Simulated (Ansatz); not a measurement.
**SiC (P6_3mc): several responses side by side**

Conventional cell: a = 3.076 Å, b = 3.076 Å, c = 5.048 Å, α = 90.00°, β = 90.00°, γ = 120.00°. Around Si (atom 1) lie 4 C at 1.88 to 1.90 Å. C (atom 3) has 4 Si at 1.88 to 1.90 Å as nearest neighbours.

Ansatz runs use the cell relaxed by PAW under their functional.

Problem. What are its gap and electron mass? (PBEsol, all-electron LAPW in Ansatz 0.2.0, scalar-relativistic; a = 3.076, c = 5.048 Å; k mesh 8×8×6, fixed occupations, basis error target 1 meV/atom)

Solution. Kohn-Sham band edges (the gap between refined extrema, the direct gap on the fine mesh): gap = 2.12 eV, least direct gap = 3.86 eV, electron conductivity mass = 0.352 mₑ, ε∞ without local fields (PAW) = 7.44.

Problem. How stiff is it? (PBEsol, all-electron LAPW in Ansatz 0.2.0, scalar-relativistic; a = 3.076, c = 5.048 Å; k mesh 8×8×6, strains of ±0.003, fixed occupations, basis error target 1 meV/atom)

Solution. Elastic moduli (Hill averages, relaxed ions; θ_D from sound speeds over directions): B = 222 GPa, G = 184 GPa, C11 = 503 GPa, C33 = 544 GPa, C44 = 150 GPa, ν = 0.175, θ_D = 1135 K.

Problem. How does it vibrate? (PBEsol, all-electron LAPW in Ansatz 0.2.0, scalar-relativistic; a = 3.076, c = 5.048 Å; k mesh 8×8×4, fixed occupations, basis error target 1 meV/atom; q mesh 1×1×1)

Solution. Harmonic phonons by finite displacements (no LO-TO term; negative means unstable): highest mode = 825 cm⁻¹, lowest optical at Γ = 253 cm⁻¹.

Problem. How does it screen a field? (PBEsol, PAW on Ansatz 0.2.0's default frozen-core files (fitted under PBE), scalar-relativistic; a = 3.076, c = 5.048 Å; k mesh 8×8×4, fixed occupations, cutoff 420 eV)

Solution. Dielectric response and Born charges by linear response (direction means): ε∞ = 7.14, largest |Z*| = 2.75 e, ε₀ = 10.7.

Problem. How much do local fields and the kernel change ε∞?

Solution. From 7.44 (independent particles) to 7.14 (linear response), -4 %. The two sums use different k meshes, so a part of a few per cent can be the mesh's.

Keep in mind: semilocal gaps are low, and light masses and ε∞ follow the gap (band edges); constants at zero field, no piezoelectric stiffening (moduli); zone-boundary modes aren't tested (phonons, field response); frozen-core PAW files fitted under PBE, their cores solved anew for the functional of the run (field response); field response not resolved by the mesh (field response); semilocal gaps are low, so ε∞ comes out large.
